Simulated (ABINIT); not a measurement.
# Sn (I4_1/amd) in ABINIT: further runs

Aim: see how the results for Sn move with the level of theory and the settings. Levels: PBEsol, LDA. Tasks: optical spectrum, phonons, elastic constants.

All numbers are computed with ABINIT 10.8.3 (patched build); they aren't measurements. Logs are shortened: lines on timing, memory, paths and dates and some standing lists are left out, and cuts for length are marked. The log counts tension as positive stress, the text compression.

## Step 1: The structure

The structure is tetragonal, space group I4_1/amd (No. 141). The conventional cell has a = 5.880 Å, b = 5.880 Å, c = 3.199 Å, α = 90.00°, β = 90.00°, γ = 90.00°. Sn (site symmetry -4m2) has 6 Sn at 3.05 to 3.20 Å as nearest neighbours.

## Step 2: Optical spectrum, PBEsol

Contents of run.abi:

```
# Datasets
ndtset 3

# Pseudopotentials
pp_dirpath "./"
pseudos "Sn.upf"

# Structure
acell 8.4186437008 8.4186437008 8.4186437008
rprim
    -0.6599709438     0.6599709438     0.3589940205
     0.6599709438    -0.6599709438     0.3589940205
     0.6599709438     0.6599709438    -0.3589940205
ntypat 1
znucl 50
natom 2
typat 1 1
xred
            0.0            0.0            0.0
            3/4            1/4            1/2

# Plane-wave basis
ecut 32.0

# k points
ngkpt 16 16 16
nshiftk 1
shiftk 0.0 0.0 0.0
istwfk *1

# Exchange and correlation
ixc -116133

# Bands and occupations
occopt 6
tsmear 0.1 eV

# SCF cycle
nstep 80

# Output
iomode 3
prteig 0
prtebands 0

# Dataset 1: ground state
nband1 18
tolvrs1 1.0e-12
prtden1 1
prtwf1 0
kptopt1 1

# Dataset 2: empty bands at fixed density
iscf2 -3
getden2 1
nband2 24
nbdbuf2 4
tolwfr2 1.0e-12
nstep2 120
prtden2 0
kptopt2 1

# Dataset 3: wave functions and velocity matrix elements in the full zone
optdriver3 8
wfk_task3 "wfk_optics_fullbz"
getwfk3 2
nband3 20
kptopt3 1
prtevk3 1
inclvkb3 2
```

Contents of optic.abi:

```
&FILES
 ddkfile_1 = 'runo_DS3_1_EVK.nc',
 ddkfile_2 = 'runo_DS3_2_EVK.nc',
 ddkfile_3 = 'runo_DS3_3_EVK.nc',
 wfkfile = 'runo_DS3_WFK.nc'
/
&PARAMETERS
 broadening = 0.001837,
 domega = 0.002,
 maxomega = 0.8,
 scissor = 0.000000,
 tolerance = 0.002
/
&COMPUTATIONS
 num_lin_comp = 2,
 lin_comp = 11,33,
 num_nonlin_comp = 0
/
```

Potentials or basis: PseudoDojo NC SR PBEsol v0.4.1 standard.

Run with:

```
$ mpirun --bind-to none -np 4 abinit run.abi > log 2>&1
$ optic optic.abi > optic.log 2>&1
```

run.abo:

```text
.Version 10.8.3 of ABINIT
 DATASET    1 : space group I4_1/a m d (#141); Bravais tI (body-center tetrag.)
================================================================================
 Values of the parameters that define the memory need for DATASET  1.
     intxc =       0    ionmov =       0      iscf =       7    lmnmax =       6
     lnmax =       6     mgfft =      45  mpssoang =       3    mqgrid =    3001
     natom =       2  nloc_mem =       1    nspden =       1   nspinor =       1
    nsppol =       1      nsym =      16    n1xccc =    2501    ntypat =       1
    occopt =       6   xclevel =       2
       mpw =        3258          nfft =       91125          nkpt =         349
================================================================================
================================================================================
[... 13 lines left out ...]
 DATASET    3 : space group I4_1/a m d (#141); Bravais tI (body-center tetrag.)
================================================================================
 Values of the parameters that define the memory need for DATASET  3.
     intxc =       0    ionmov =       0      iscf =       7    lmnmax =       6
     lnmax =       6     mgfft =      45  mpssoang =       3    mqgrid =    3001
     natom =       2  nloc_mem =       1    nspden =       1   nspinor =       1
    nsppol =       1      nsym =      16    n1xccc =    2501    ntypat =       1
    occopt =       6   xclevel =       2
       mpw =        3258          nfft =       91125          nkpt =         349
================================================================================
================================================================================

--------------------------------------------------------------------------------
------------- Echo of variables that govern the present computation ------------
--------------------------------------------------------------------------------
 -outvars: echo values of preprocessed input variables --------
            acell      8.4186437008E+00  8.4186437008E+00  8.4186437008E+00 Bohr
              amu      1.18710000E+02
             ecut      3.20000000E+01 Hartree
           getden1          0
           getden2          1
           getden3          0
           getwfk1          0
           getwfk2          0
           getwfk3          2
             iscf1          7
             iscf2         -3
             iscf3          7
                       outvar_i_n : Printing only first  50 k-points.
              ixc     -116133
           jdtset        1    2    3
                       outvar_i_n : Printing only first  50 k-points.
         kptrlatt       16    0    0      0   16    0      0    0   16
          kptrlen      9.67117680E+01
            natom           2
            nband1         18
            nband2         24
            nband3         20
           nbdbuf1          0
           nbdbuf2          4
           nbdbuf3          0
           ndtset           3
            ngfft          45      45      45
             nkpt         349
            nstep1         80
            nstep2        120
            nstep3         80
             nsym          16
           ntypat           1
                       prtocc : prtvol=0, do not print more k-points.
                       prtocc : prtvol=0, do not print more k-points.
                       prtocc : prtvol=0, do not print more k-points.
           occopt           6
        optdriver1          0
        optdriver2          0
        optdriver3          8
           prtden1          1
           prtden2          0
           prtden3          1
        prtebands           0
           prteig           0
           prtevk1          0
           prtevk2          0
           prtevk3          1
            prtwf1          0
            prtwf2          1
            prtwf3          1
            rprim     -6.5997094380E-01  6.5997094380E-01  3.5899402050E-01
                       6.5997094380E-01 -6.5997094380E-01  3.5899402050E-01
                       6.5997094380E-01  6.5997094380E-01 -3.5899402050E-01
          spgroup         141
           tolvrs1     1.00000000E-12
           tolvrs2     0.00000000E+00
           tolvrs3     0.00000000E+00
           tolwfr1     0.00000000E+00
           tolwfr2     1.00000000E-12
           tolwfr3     0.00000000E+00
           tsmear      3.67493222E-03 Hartree
            typat      1  1
         wfk_task1          0
         wfk_task2          0
[... 198 lines left out ...]

--- !BeginCycle
iteration_state: {dtset: 2, }
solver: {iscf: -3, nstep: 120, nline: 4, wfoptalg: 0, }
tolerances: {tolwfr: 1.00E-12, }
...

     iter   Etot(hartree)      deltaE(h)  residm     vres2
 Non-SCF case, kpt    1 (  0.00000  0.00000  0.00000), residuals and eigenvalues=
  3.71E-13  5.89E-13  5.14E-13  3.58E-13  9.05E-13  6.37E-13  3.20E-13  7.61E-13
  5.18E-13  3.63E-13  3.35E-13  2.52E-13  1.16E-13  8.38E-13  4.40E-13  4.99E-13
  8.08E-13  8.80E-13  8.50E-13  5.67E-13  1.02E-11  1.43E-05  3.26E-06  1.55E-05
 -5.7705E-01 -5.7396E-01 -5.7266E-01 -5.7203E-01 -5.6684E-01 -5.6684E-01
 -5.6647E-01 -5.6647E-01 -5.6364E-01 -5.5977E-01 -1.8891E-01  7.8616E-02
  1.4487E-01  1.4487E-01  3.2495E-01  4.4135E-01  4.4135E-01  4.6341E-01
  4.6693E-01  5.7401E-01  5.9859E-01  6.2512E-01  6.3383E-01  6.3384E-01
 prteigrs : prtvol=0 or 1, do not print more k-points.

--- !ResultsGS
iteration_state: {dtset: 2, }
comment   : Summary of ground state results
lattice_vectors:
- [ -5.5560602,   5.5560602,   3.0222427, ]
- [  5.5560602,  -5.5560602,   3.0222427, ]
- [  5.5560602,   5.5560602,  -3.0222427, ]
lattice_lengths: [   8.41864,    8.41864,    8.41864, ]
lattice_angles: [ 97.405,  97.405, 137.923, ] # degrees, (23, 13, 12)
lattice_volume:   3.7318418E+02
convergence: {deltae:  0.000E+00, res2:  0.000E+00, residm:  9.997E-13, diffor:  0.000E+00, }
etotal    :  -1.57260199E+02
entropy   :   0.00000000E+00
fermie    :   2.16584785E-01
cartesian_stress_tensor: null
pressure_GPa: null
xred      :
- [  0.0000E+00,   0.0000E+00,   0.0000E+00, Sn]
- [  7.5000E-01,   2.5000E-01,   5.0000E-01, Sn]
cartesian_forces: null
force_length_stats: {min: null, max: null, mean: null, }
...

 Integrated electronic density in atomic spheres:
 ------------------------------------------------
 Atom  Sphere_radius  Integrated_density
    1        2.00000         10.54680316
    2        2.00000         10.53476320
================================================================================

 ----iterations are completed or convergence reached----

 Mean square residual over all n,k,spin=   47.533E-14; max=  99.971E-14
 reduced coordinates (array xred) for    2 atoms
       0.000000000000      0.000000000000      0.000000000000
       0.750000000000      0.250000000000      0.500000000000

 cartesian coordinates (angstrom) at end:
    1      0.00000000000000     0.00000000000000     0.00000000000000
    2      0.00000000000000     2.94014045345534     0.79965099383260
 length scales=  8.418643700800  8.418643700800  8.418643700800 bohr
              =  4.454954390153  4.454954390153  4.454954390153 angstroms
 Eigenvalues (hartree) for nkpt= 349  k points:
 kpt#   1, nband= 24, wtk=  0.00024, kpt=  0.0000  0.0000  0.0000 (reduced coord)
  -0.57705   -0.57396   -0.57266   -0.57203   -0.56684   -0.56684   -0.56647   -0.56647
  -0.56364   -0.55977   -0.18891    0.07862    0.14487    0.14487    0.32495    0.44135
   0.44135    0.46341    0.46693    0.57401    0.59859    0.62512    0.63383    0.63384
      occupation numbers for kpt#   1
   2.00000    2.00000    2.00000    2.00000    2.00000    2.00000    2.00000    2.00000
   2.00000    2.00000    2.00000    2.00000    2.00000    2.00000    0.00000    0.00000
   0.00000    0.00000    0.00000    0.00000    0.00000    0.00000    0.00000    0.00000
 prteigrs : prtvol=0 or 1, do not print more k-points.

--- !EnergyTerms
iteration_state     : {dtset: 2, }
comment             : Components of total free energy in Hartree
kinetic             :  9.37496683756100E+01
hartree             :  3.45668562262289E+01
xc                  : -4.36222052092430E+01
Ewald energy        : -9.80376589476800E+01
psp_core            :  4.86882388995716E+00
local_psp           : -1.04450660126623E+02
non_local_psp       : -4.43350103346603E+01
internal            : -1.57260186126410E+02
'-kT*entropy'       : -1.30717445520527E-05
total_energy        : -1.57260199198155E+02
...

--- !EnergyTermsDC
iteration_state     : {dtset: 2, }
comment             : '"Double-counting" decomposition of free energy'
band_energy         : -1.09730203735711E+01
Ewald energy        : -9.80376589476800E+01
psp_core            :  4.86882388995716E+00
xc_dc               : -5.31183304762426E+01
internal            : -1.57260185907537E+02
'-kT*entropy'       : -1.30717445520527E-05
total_energy_dc     : -1.57260198979281E+02
...

================================================================================
== DATASET  3 ==================================================================

--- !DatasetInfo
iteration_state: {dtset: 3, }
dimensions: {natom: 2, nkpt: 349, mband: 20, nsppol: 1, nspinor: 1, nspden: 1, mpw: 3258, }
cutoff_energies: {ecut:  32.0, pawecutdg:  -1.0, }
electrons: {nelect:   2.80000000E+01, charge:   0.00000000E+00, occopt:   6.00000000E+00, tsmear:   3.67493222E-03, }
meta: {optdriver: 8, wfk_task: 7, }
...

 mkfilename : getwfk/=0, take file _WFK from output of DATASET   2.

--------------------------------------------------------------------------------

 Computation of velocity matrix elements (DDK)

 Parameters extracted from the Abinit header:
    ecut:     32.0
    nkpt:    4096
    mband:   24
    nsppol:  1
    nspinor: 1
    useylm:  0
    inclvkb: 2
    bmin: 1, bmax: 24
    Computing diagonal and off-diagonal matrix elements
    Between band index bmin: 1, bmax: 24

== END DATASET(S) ==============================================================
================================================================================

 -outvars: echo values of variables after computation  --------
            acell      8.4186437008E+00  8.4186437008E+00  8.4186437008E+00 Bohr
           etotal1    -1.5726019898E+02
           etotal2    -1.5726019898E+02
           etotal3     0.0000000000E+00
            fcart1    -4.2949574700E-30 -5.7857691537E-30 -1.0179716805E-29
                       4.2949574700E-30  5.7857691537E-30  1.0179716805E-29
            fcart3     0.0000000000E+00  0.0000000000E+00  0.0000000000E+00
                       0.0000000000E+00  0.0000000000E+00  0.0000000000E+00
            rprim     -6.5997094380E-01  6.5997094380E-01  3.5899402050E-01
                       6.5997094380E-01 -6.5997094380E-01  3.5899402050E-01
                       6.5997094380E-01  6.5997094380E-01 -3.5899402050E-01
           strten1     8.6443965420E-05  8.6443965420E-05  1.0376124438E-04
                       0.0000000000E+00  0.0000000000E+00  0.0000000000E+00
           strten3     0.0000000000E+00  0.0000000000E+00  0.0000000000E+00
                       0.0000000000E+00  0.0000000000E+00  0.0000000000E+00
           xangst      0.0000000000E+00  0.0000000000E+00  0.0000000000E+00
                       0.0000000000E+00  2.9401404535E+00  7.9965099383E-01
             xred      0.0000000000E+00  0.0000000000E+00  0.0000000000E+00
                       7.5000000000E-01  2.5000000000E-01  5.0000000000E-01
 Calculation completed.
```

Wall time 6 min (4 MPI ranks of Arm Neoverse V1, shared host); peak memory 7 GiB.

Results:

| Property | Result |
| --- | --- |
| Free energy | -4279.2680 eV |
| Pressure | -2.7 GPa |
| Band gap on the k mesh | none (metal or under the smearing width) |

Stress tensor (GPa, compression positive):
```
-2.54  0.00  0.00
 0.00 -2.54  0.00
 0.00  0.00 -3.05
```

Dielectric function (mean over the directions given):
```csv
energy (eV),real part,imaginary part
0.33,22.04,46.55
0.76,56.22,42.23
1.31,2.44,32.61
1.74,-16.59,25.48
2.29,-12.77,9.55
2.83,-5.69,4.61
3.27,-2.92,8.89
3.81,-4.25,6.56
4.25,-2.94,5.55
4.79,-3.80,5.07
5.33,-3.55,2.99
5.77,-3.02,2.25
6.31,-2.31,1.24
6.75,-2.02,0.93
7.29,-1.40,0.95
7.84,-1.07,0.70
8.27,-0.90,0.71
8.82,-0.54,0.54
9.36,-0.45,0.50
9.80,-0.33,0.52
10.34,-0.27,0.46
10.78,-0.03,0.31
11.32,-0.06,0.28
11.86,0.09,0.24
12.30,0.14,0.20
12.84,0.27,0.21
13.28,0.25,0.16
13.82,0.34,0.12
14.37,0.41,0.13
14.80,0.45,0.09
15.35,0.51,0.08
15.89,0.58,0.06
16.33,0.61,0.05
16.87,0.65,0.05
17.31,0.69,0.03
17.85,0.75,0.03
18.39,0.79,0.02
18.83,0.83,0.01
19.38,0.89,0.01
19.92,0.96,0.01
```

Caveat: the intraband (Drude) term is left out; spectra need much finer meshes, so this one isn't converged; independent-particle spectra lack excitons.

(Continued in part 2 of 2.)
